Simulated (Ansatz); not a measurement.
Set up this calculation in Ansatz 0.2.0, as the native input.

```yaml
Task: band structure
Functional: r2SCAN
Potentials_or_basis: Ansatz PAW
Cutoff: "500 eV (not typed: the program's choice for these potentials)"
k_mesh: 9 × 9 × 5
Occupations: fermi-dirac, width 0.05 eV
Spin: no spin polarisation
Path: "[[\"G\", \"Y\", \"F\", \"L\", \"I\"], [\"I1\", \"Z\", \"F1\"], [\"Y\", \"X1\"], [\"X\", \"G\", \"N\"], [\"M\", \"G\"]]"
Points_for_each_segment_of_the_path: 14
```

Crystal: CuO.

```
CELL_PARAMETERS angstrom
2.87950 0.00000 0.00000
0.03907 2.87928 0.00000
0.01750 0.01724 5.17634
ATOMIC_POSITIONS crystal
Cu 0.00000 0.50000 0.00000
Cu 0.50000 0.00000 0.50000
O 0.99842 0.00167 0.74989
O 0.00158 0.99833 0.25011
```

The cell comes from a database or a generator and needn't be the stable form of this composition.

The input as run:

input.yaml

```yaml
crystal:
  lattice:
    - [2.8795009639, 0.0, 0.0]
    - [0.039072758, 2.8792794796, 0.0]
    - [0.0174953863, 0.0172449008, 5.1763391994]
  atoms:
    - { symbol: Cu, position: [0.0, 0.5, 0.0] }
    - { symbol: Cu, position: [0.5, 0.0, 0.5] }
    - { symbol: O, position: [0.99842397, 0.00167178, 0.7498871] }
    - { symbol: O, position: [0.00157603, 0.99832822, 0.2501129] }
hamiltonian:
  xc: r2scan
  pseudopotentials: { kind: paw }
kpoints:
  mp_grid: { grid: [9, 9, 5] }
  band_path:
    path:
      - [[0.0, 0.0, 0.0], [0.5, 0.5, 0.0], [0.5009280546, 0.5009280546, 0.4940215567], [0.5, 0.5, 0.5], [0.5075950467, 0.4924049533, 0.5]]
      - [[0.4924049533, -0.4924049533, 0.5], [0.0, 0.0, 0.5], [0.4990719454, 0.4990719454, 0.5059784433]]
      - [[0.5, 0.5, 0.0], [0.5066808622, 0.4933191378, 0.0]]
      - [[0.4933191378, -0.4933191378, 0.0], [0.0, 0.0, 0.0], [0.5, 0.0, 0.0]]
      - [[0.5, 0.0, 0.5], [0.0, 0.0, 0.0]]
    npoints: 14
scf:
  occupations: { method: fermi_dirac, width: 0.05 }
  n_extra_bands: 10
output:
  forces: true
  stress: true
  eigenvalues: true
  fatbands: false
  write_density: true
  write_potential: true
  elf: true
  volumetric_format: npy
```

Potentials or basis: Ansatz PAW.

Run with:

```bash
$ ansatz run input.yaml --threads 2 --pin off --max-ram 5632MiB --backend cpu --events-out ev --progress --plain --runs-dir out
```

It gave:

```
Pressure               : -0.7 GPa
Largest force          : 0.012 eV/Å
Band gap on the k mesh : none (metal or under the smearing width)
```

Caveat: the run has no spin polarisation, though such a crystal can be magnetic; semilocal functionals often make such compounds metallic where correlation or magnetic order opens a gap, which also shifts bond lengths; the PAW data sets come from PBE, with cores solved anew for the run's functional, which leaves a small shift of forces and pressure.

Wall time 25 s on 2 threads of Arm Neoverse V2, with other jobs on the host, peak memory 0.62 GiB.
